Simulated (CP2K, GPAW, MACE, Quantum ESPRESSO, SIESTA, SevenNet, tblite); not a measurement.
# SIESTA runs on graphene armchair nanoribbon, H-capped (84 atoms), part 2 of 2

Aim: run graphene armchair nanoribbon, H-capped (84 atoms) in SIESTA and see how near its forces come to a plane-wave reference, and at what cost.

Program: SIESTA 5.4.2; the method stands at each step. Banners, paths, timers and routine set-up lines are dropped from the logs unmarked, and long logs keep their key lines alone; longer cuts are marked. The potentials were converted by us to PSML.

So far. Step 3 (PBE, SZ, shift 0.01 Ry, mesh 300 Ry): Against the first run (16 %), the force difference from the reference is 68 %, at 0.31 times the CPU time, with 300 basis functions against 996: the smaller basis costs accuracy. Step 4 (RPBE, PBE potentials, DZP, shift 0.01 Ry, mesh 300 Ry): Against the first run (16 %), the force difference from the reference is 16 %, at 0.96 times the CPU time; the model has changed, so this is no error of the program alone.

**5. PBE, DZP, shift 0.01 Ry, mesh 150 Ry**

Method: Kohn-Sham DFT, PBE, PseudoDojo 0.4.1 norm-conserving pseudopotentials (converted to PSML), numerical atomic orbitals (DZP), diagonalisation.

The input, input.fdf:

```
SystemLabel cell
NumberOfAtoms 84
NumberOfSpecies 2
%block ChemicalSpeciesLabel
  1 6 C
  2 1 H
%endblock ChemicalSpeciesLabel
LatticeConstant 1.0 Ang
%block LatticeVectors
  12.78253 0.00000 0.00000
  0.00000 25.41794 0.00000
  0.00000 0.00000 10.00000
%endblock LatticeVectors
PAO.BasisSize DZP
PAO.EnergyShift 0.01 Ry
XC.Functional GGA
XC.Authors PBE
MeshCutoff 150 Ry
%block kgrid_Monkhorst_Pack
  1 0 0 0.0
  0 1 0 0.0
  0 0 1 0.0
%endblock kgrid_Monkhorst_Pack
SolutionMethod diagon
OccupationFunction FD
ElectronicTemperature 580 K
SCF.Mixer.Method Pulay
SCF.Mixer.Weight 0.05
SCF.Mixer.History 8
SCF.Mix Hamiltonian
MaxSCFIterations 300
SCF.DM.Tolerance 1e-04
SCF.H.Tolerance 1.0e-3 eV
WriteForces T
Write.HirshfeldPop T
Write.VoronoiPop T
Write.DM F
Write.H F
XML.Write F
AtomicCoordinatesFormat Fractional
%block AtomicCoordinatesAndAtomicSpecies
[... 84 atom lines left out: the same atoms as in the first run ...]
%endblock AtomicCoordinatesAndAtomicSpecies
```

Run with:

```sh
$ OMP_NUM_THREADS=1 siesta < input.fdf > output.txt
```

Log:

```text
Version         : 5.4.2
reinit: System Name:
reinit: System Label: cell
initatom: Reading input for the pseudopotentials and atomic orbitals ----------
Species number:   1 Atomic number:    6 Label: C
Species number:   2 Atomic number:    1 Label: H
Ground state valence configuration (from tables):   2s02  2p02  3d00  4f00
Ground state valence configuration (from tables):   1s01  2p00  3d00  4f00
---- Processing specs for species: C
GGA--PBE XC_GGA_X_PBE--XC_GGA_C_PBE pb
---- Processing specs for species: H
GGA--PBE XC_GGA_X_PBE--XC_GGA_C_PBE pb
[... lines left out ...]
        iscf     Eharris(eV)        E_KS(eV)     FreeEng(eV)     dDmax    Ef(eV) dHmax(eV)
[... lines left out ...]
SCF Convergence by DM+H criterion
[... lines left out ...]
SCF cycle converged after 16 iterations
[... lines left out ...]
   Max    6.854853
[... lines left out ...]
   Max    6.854853    constrained
Stress tensor Voigt[x,y,z,yz,xz,xy] (kbar):      -67.16      -70.90        0.16       -0.16        0.04       -0.56
[... lines left out ...]
siesta: FreeEng =    -11960.806222
[... lines left out ...]
siesta:         Fermi =      -3.817152
siesta: Stress tensor (static) (eV/Ang**3):
siesta:    -0.041916   -0.000349    0.000023
siesta:    -0.000349   -0.044249   -0.000103
siesta:     0.000023   -0.000103    0.000101
siesta: Cell volume =       3249.055806 Ang**3
siesta: Pressure (static):
siesta:                Solid            Molecule  Units
siesta:           0.00031246          0.00021018  Ry/Bohr**3
siesta:           0.02868833          0.01929819  eV/Ang**3
siesta:          45.96377343         30.91910842  kBar
    Orbital volume contribution        =          30.411544 eV
    (Free)E + p_basis*V_orbitals       =      -11930.394678 eV
    (Free)Eharris+ p_basis*V_orbitals  =      -11930.394682 eV
siesta: Electric dipole (a.u.)  =    0.000000    0.152807   -0.011376
siesta: Electric dipole (Debye) =    0.000000    0.388398   -0.028914
Hirshfeld Atomic Populations:
Atom #   charge [q] valence [e]  Species
     1     0.004159    3.995841  C
     2    -0.037275    4.037275  C
     3    -0.032845    4.032845  C
[...]
73     0.030502    0.969498  H
    74     0.022838    0.977162  H
    75     0.031716    0.968284  H
[...]
--------------------
 Total    -0.000038
Voronoi Atomic Populations:
Atom #   charge [q] valence [e]  Species
[...]
71    -0.010112    4.010112  C
    72    -0.018752    4.018752  C
[...]
83     0.017384    0.982616  H
    84     0.007276    0.992724  H
--------------------
 Total    -0.000027
```

It took 2 min on 1 thread of Arm Neoverse N1, shared host; peak memory 0.56 GiB.

Against the reference:

```yaml
r_m_s_force_component: 1.541 eV/Å
r_m_s_difference_of_force_components: 224 meV/Å
longest_difference_of_force_vectors: 773.9 meV/Å
force_difference_over_r_m_s_force: 16.05 %
slope_of_forces_against_the_reference_s: 1.097
correlation_of_force_components: 0.9933
spacing_of_highest_filled_and_lowest_empty_level: 0.5391 eV
gap_difference: 0.0184 eV
energy_less_the_same_level_run_s: 0.2255 meV/atom
r_m_s_force_difference_from_the_same_level_run: 2.572 meV/Å
```

This is a coarse setting, run to see what it loses.

Against the first run (16 %), the force difference from the reference is 16 %, at 0.41 times the CPU time: the change moves forces by 2.6 meV/Å r.m.s., so most of the difference comes from elsewhere.

**6. PBE, TZP, shift 0.01 Ry, mesh 300 Ry**

Method: Kohn-Sham DFT, PBE, PseudoDojo 0.4.1 norm-conserving pseudopotentials (converted to PSML), numerical atomic orbitals (TZP), diagonalisation.

Edit input.fdf of step 5 so:

```diff
@@ -13,3 +13,3 @@
 %endblock LatticeVectors
-PAO.BasisSize DZP
+PAO.BasisSize TZP
 PAO.EnergyShift 0.01 Ry
@@ -17,3 +17,3 @@
 XC.Authors PBE
-MeshCutoff 150 Ry
+MeshCutoff 300 Ry
 %block kgrid_Monkhorst_Pack
```

Run with:

```sh
$ OMP_NUM_THREADS=1 mpirun -np 2 siesta < input.fdf > output.txt
```

Log:

```text
Version         : 5.4.2
reinit: System Name:
reinit: System Label: cell
initatom: Reading input for the pseudopotentials and atomic orbitals ----------
Species number:   1 Atomic number:    6 Label: C
Species number:   2 Atomic number:    1 Label: H
Ground state valence configuration (from tables):   2s02  2p02  3d00  4f00
Ground state valence configuration (from tables):   1s01  2p00  3d00  4f00
---- Processing specs for species: C
GGA--PBE XC_GGA_X_PBE--XC_GGA_C_PBE pb
---- Processing specs for species: H
GGA--PBE XC_GGA_X_PBE--XC_GGA_C_PBE pb
C pseudopotential only contains V_ls up to l=1 -- lmxkb reset.
H pseudopotential only contains V_ls up to l=1 -- lmxkb reset.
Using PAO.SplitTailNorm
%block ChemicalSpeciesLabel
[... lines left out ...]
Total number of electrons:   300.000000
[... lines left out ...]
stepf: Fermi-Dirac step function
        iscf     Eharris(eV)        E_KS(eV)     FreeEng(eV)     dDmax    Ef(eV) dHmax(eV)
[... lines left out ...]
SCF Convergence by DM+H criterion
[... lines left out ...]
SCF cycle converged after 17 iterations
[... lines left out ...]
   Max    6.724894
[... lines left out ...]
   Max    6.724894    constrained
Stress tensor Voigt[x,y,z,yz,xz,xy] (kbar):      -65.39      -69.14        0.16       -0.16        0.03       -0.54
[... lines left out ...]
siesta: Exc     =     -4344.595973
siesta: Eharris =    -11962.356657
siesta: Etot    =    -11962.356655
siesta: FreeEng =    -11962.362437
siesta: Final energy (eV):
siesta:  Band Struct. =   -3881.886990
siesta:       Kinetic =    8374.834800
siesta:       Hartree =   44442.620619
siesta:         Exch. =   -3969.007324
siesta:         Corr. =    -375.588649
siesta:   Exch.-corr. =   -4344.595973
siesta:  Ion-electron =  -96360.659465
siesta:       Ion-ion =   35925.443364
siesta:         Total =  -11962.356655
siesta:         Fermi =      -3.840081
siesta: Stress tensor (static) (eV/Ang**3):
siesta:    -0.040814   -0.000340    0.000022
siesta:    -0.000340   -0.043151   -0.000099
siesta:     0.000022   -0.000099    0.000100
siesta: Cell volume =       3249.055806 Ang**3
siesta: Pressure (static):
siesta:                Solid            Molecule  Units
siesta:           0.00030447          0.00020454  Ry/Bohr**3
siesta:           0.02795500          0.01878009  eV/Ang**3
siesta:          44.78885225         30.08901661  kBar
    Orbital volume contribution        =          37.695883 eV
    (Free)E + p_basis*V_orbitals       =      -11924.666554 eV
    (Free)Eharris+ p_basis*V_orbitals  =      -11924.666556 eV
siesta: Electric dipole (a.u.)  =    0.000000    0.152373   -0.011563
siesta: Electric dipole (Debye) =    0.000000    0.387293   -0.029389
Hirshfeld Atomic Populations:
Atom #   charge [q] valence [e]  Species
     1     0.004347    3.995653  C
     2    -0.036505    4.036505  C
     3    -0.032320    4.032320  C
[...]
73     0.029864    0.970136  H
    74     0.022246    0.977754  H
    75     0.031095    0.968905  H
[...]
--------------------
 Total    -0.000011
Voronoi Atomic Populations:
Atom #   charge [q] valence [e]  Species
[...]
71    -0.005434    4.005434  C
    72    -0.020112    4.020112  C
[...]
83     0.013685    0.986315  H
    84     0.009173    0.990827  H
--------------------
 Total    -0.000012
```

The job ended after 3.6 min (2 MPI ranks; peak memory 1.5 GiB).

Against the reference:

| Quantity | Value |
| --- | --- |
| r.m.s. force component | 1.511 eV/Å |
| r.m.s. difference of force components | 198.5 meV/Å |
| longest difference of force vectors | 762.5 meV/Å |
| force difference over r.m.s. force | 14.22 % |
| slope of forces against the reference's | 1.076 |
| correlation of force components | 0.9938 |
| gap (highest filled to lowest empty level) | 0.5392 eV |
| gap difference | 0.0185 eV |

Against the first run (16 %), the force difference from the reference is 14 %, at 1.5 times the CPU time (on 2 against 1 cores), with 1296 basis functions against 996: the larger basis brings the forces nearer.

The difference per atom is largest on H (0.67 eV/Å on average, against 0.22 on C).

**7. Side by side**

Differences are against the plane-wave reference, forces as r.m.s. over components; share is that over the reference's r.m.s. force, slope the least-squares factor from reference forces to these. Total energies of different programs have different zeros and aren't compared.

| run | Δ force, r.m.s. (meV/Å) | share (%) | slope | Δ gap (eV) | cores | CPU time | memory (GiB) |
| --- | --- | --- | --- | --- | --- | --- | --- |
| reference | - | - | - | - | 1 | 53 min | 9.2 |
| SIESTA PBE, DZP, shift 0.01 Ry, mesh 300 Ry | 225 | 16.2 | 1.097 | 0.0185 | 1 | 4.9 min | 1.1 |
| SIESTA PBE, SZ, shift 0.01 Ry, mesh 300 Ry (coarse) | 947 | 67.9 | 1.280 | 0.0427 | 1 | 90 s | 0.75 |
| SIESTA RPBE, PBE potentials, DZP, shift 0.01 Ry, mesh 300 Ry | 217 | 15.6 | 1.098 | 0.0215 | 1 | 4.7 min | 1.1 |
| SIESTA PBE, DZP, shift 0.01 Ry, mesh 150 Ry (coarse) | 224 | 16.1 | 1.097 | 0.0184 | 1 | 2 min | 0.56 |
| SIESTA PBE, TZP, shift 0.01 Ry, mesh 300 Ry | 198 | 14.2 | 1.076 | 0.0185 | 2 | 7.3 min | 1.5 |

Rows marked coarse were listed beforehand as settings not expected to be converged; some can still land near the reference.

CPU time is summed over cores on a shared host, where runs went side by side, so it is rough. Symmetry, cutoffs, thresholds, outputs and thread counts weren't matched or tuned between programs; memory under MPI is the largest rank's times the ranks.

Mean charges by element (e), by run and scheme:

```
                                                         run     scheme     C      H
                 SIESTA PBE, DZP, shift 0.01 Ry, mesh 300 Ry  Hirshfeld  0.00  +0.03
SIESTA RPBE, PBE potentials, DZP, shift 0.01 Ry, mesh 300 Ry  Hirshfeld  0.00  +0.03
                 SIESTA PBE, TZP, shift 0.01 Ry, mesh 300 Ry  Hirshfeld  0.00  +0.03
```

Within one program, basis, potentials and functional, energies share a zero. Each run against its twin at the usual cutoff or grid and solver:

| run | twin | Δ energy (meV/atom) | Δ force, r.m.s. (meV/Å) | CPU time over the twin's |
| --- | --- | --- | --- | --- |
| SIESTA PBE, DZP, shift 0.01 Ry, mesh 150 Ry | DZP, shift 0.01 Ry, mesh 300 Ry | 0.226 | 2.57 | 0.41 |

**8. Summary of results**

| Property | Result |
| --- | --- |
| nearest in forces | SIESTA PBE, TZP, shift 0.01 Ry, mesh 300 Ry, 14 % |
| its CPU time | 7.3 min |

The PBE runs in local orbitals, coarse settings apart, differ by 14 % (SIESTA PBE, TZP, shift 0.01 Ry, mesh 300 Ry) to 16 % (SIESTA PBE, DZP, shift 0.01 Ry, mesh 300 Ry); basis, grid and potentials can all enter. Rows with another functional or a dispersion term differ by 16 % (SIESTA RPBE, PBE potentials, DZP, shift 0.01 Ry, mesh 300 Ry), which mixes the change of model with differences of basis and potentials, some of them made for another functional. Runs with settings chosen to be coarse differ by 16 % (SIESTA PBE, DZP, shift 0.01 Ry, mesh 150 Ry) to 68 % (SIESTA PBE, SZ, shift 0.01 Ry, mesh 300 Ry), their programs' other errors included. Of the electronic-structure runs that take under half the reference's CPU time, SIESTA PBE, TZP, shift 0.01 Ry, mesh 300 Ry comes nearest, at 14 % in 7.3 min against 53 min. In SIESTA PBE, TZP, shift 0.01 Ry, mesh 300 Ry the difference has nearly one length on every H (0.67 eV/Å) and points along its bond, outwards: this method prefers longer bonds, and stiff bonds to hydrogen turn a small shift into a large force. At the same functional, gaps differ from the reference's 0.521 eV by between +0.02 and +0.04 eV. These are spacings on the run's k-points, which needn't hold the band edges. The mean charges agree among these rows within 0.01 e. With short bonds to hydrogen, sets of potentials differ among themselves by several per cent in forces even at converged cutoffs, so the reference isn't exact here either. The runs have no spin polarisation, so any moments at edges, vacancies or dangling bonds can't form. The electronic-structure runs sample only Γ, in a cell whose periodic width is 13 Å.

[Also dropped from logs without a mark: logging warnings of Python, and SIESTA's first energy breakdown and zero terms.]

[Logs are printed without paths, hosts, clocks, repeated set-up lines and the standing remarks that a program may print on its own settings, such as how far it seeks lower states.]

[Hosts, paths, dates, database ids (printed as entryN), source tags and the programs' standing remarks are cut or masked in the printed files.]
